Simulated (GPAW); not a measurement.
A run of GPAW 26.7.0 is set up as follows.

Contents of run.py:

```python
from ase import Atoms
from ase.filters import FrechetCellFilter
from ase.io import write
from ase.optimize import BFGS
from ase.units import GPa
from gpaw import GPAW, PW, setup_paths

setup_paths.insert(0, '.')

atoms = Atoms(['Sr', 'O'],
              cell=[[0.0, 2.5663, 2.5663],
                    [2.5663, 0.0, 2.5663],
                    [2.5663, 2.5663, 0.0]],
              scaled_positions=[[0.5, 0.5, 0.5],
                                [0.0, 0.0, 0.0]],
              pbc=True)

calc = GPAW(mode=PW(800),
            xc='PBEsol',
            kpts={'size': (9, 9, 9), 'gamma': True},
            occupations={'name': 'fermi-dirac', 'width': 0.05},
            nbands=16,
            convergence={'density': 1e-05, 'forces': 0.0001},
            maxiter=150,
            txt='gpaw.txt')
atoms.calc = calc
opt = BFGS(FrechetCellFilter(atoms, scalar_pressure=2 * GPa), trajectory='relax.traj', logfile='-')
done = opt.run(fmax=0.02, steps=60)
calc.write('gs.gpw')
write('result.traj', atoms)
print('Converged:', done)
print('Cell:', atoms.cell.cellpar().round(4))
print('Volume:', round(atoms.get_volume(), 4))
print(atoms.get_scaled_positions().round(5))
```

Potentials or basis: PAW data sets generated in the run's folder for this functional, pw.

Launch:

```sh
$ gpaw-setup -f PBEsol O Sr
$ OMP_NUM_THREADS=1 python run.py
```

Q: What does it give for the band gap on the k mesh?

A: 3.29 eV, indirect (least direct gap 3.36 eV).

Q: What does it give for the relaxed volume?

A: 16.56 Å³/atom.

Q: Predict the space group after relaxing (to 0.05 Å).

A: Fm-3m (No. 225).

Q: What does it give for the relaxed cell?

A: a = 3.604 Å, b = 3.604 Å, c = 3.604 Å, α = 60.00°, β = 60.00°, γ = 60.00°.

Final structure:
```
Sr O
1.0
     0.00000    2.54872    2.54872
     2.54872    0.00000    2.54872
     2.54872    2.54872    0.00000
Sr O
1 1
Direct
  0.50000 0.50000 0.50000
  0.00000 0.00000 0.00000
```

Caveat: later steps reuse the first step's grids; an odd mesh through Γ misses points on the zone boundary, where band edges often lie. As with any semilocal functional, this PBEsol gap is likely too small.
